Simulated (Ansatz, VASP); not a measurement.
## AlGa3As4 in VASP and in Ansatz

```
CELL_PARAMETERS angstrom
4.08508 0.00011 0.00499
0.00012 4.08668 0.00130
0.01495 0.00408 11.33130
ATOMIC_POSITIONS crystal
Al 0.00025 0.99968 0.00002
Ga 0.50062 0.49997 0.24967
Ga 0.00003 0.99985 0.49997
Ga 0.50004 0.50026 0.75030
As 0.49992 0.00010 0.12383
As 0.00002 0.49991 0.37493
As 0.49951 0.00039 0.62510
As 0.99961 0.49986 0.87619
```

Change from the starting cell: cell x1, atoms moved at random (sigma 0.1 Å) and cell strained at random (1.5 %), then relaxed without symmetry.

Alike in both runs: functional PBE; k mesh 4 × 4 × 1; occupations gaussian, width 0.1 eV; no spin polarisation.

Ansatz relaxed the structure, and its values are those at the end. VASP's run is a single point on that final structure, the one shown.

|  | VASP | Ansatz |
| --- | --- | --- |
| version | VASP 6.6.1 | Ansatz 0.2.0 |
| potentials or method | VASP PAW PBE potentials, release 64 (Al, Ga_d, As) | scalar-relativistic, plane waves, PAW |
| plane-wave cutoff (eV) | 520 | 420 |
| valence electrons in the cell | 62 | 102 |

```csv
,VASP,Ansatz,Ansatz less VASP
gap on the k mesh at the Fermi level (eV),0.48,0.47,-0.002
least direct gap on the mesh (eV),0.48,0.47,-0.002
pressure (GPa),0.1,0.0,-0.17
rms of the force components (eV/Å),0.004,0.003,-0.0007
```

With one functional, cell and mesh, what is left measures potentials, basis and numerics. The two sets of potentials don't hold the same shells in valence.

Caveats: the k mesh is coarse (spacing up to 0.55 Å⁻¹), so the values aren't converged; an odd mesh through Γ misses points on the zone boundary, where band edges often lie.
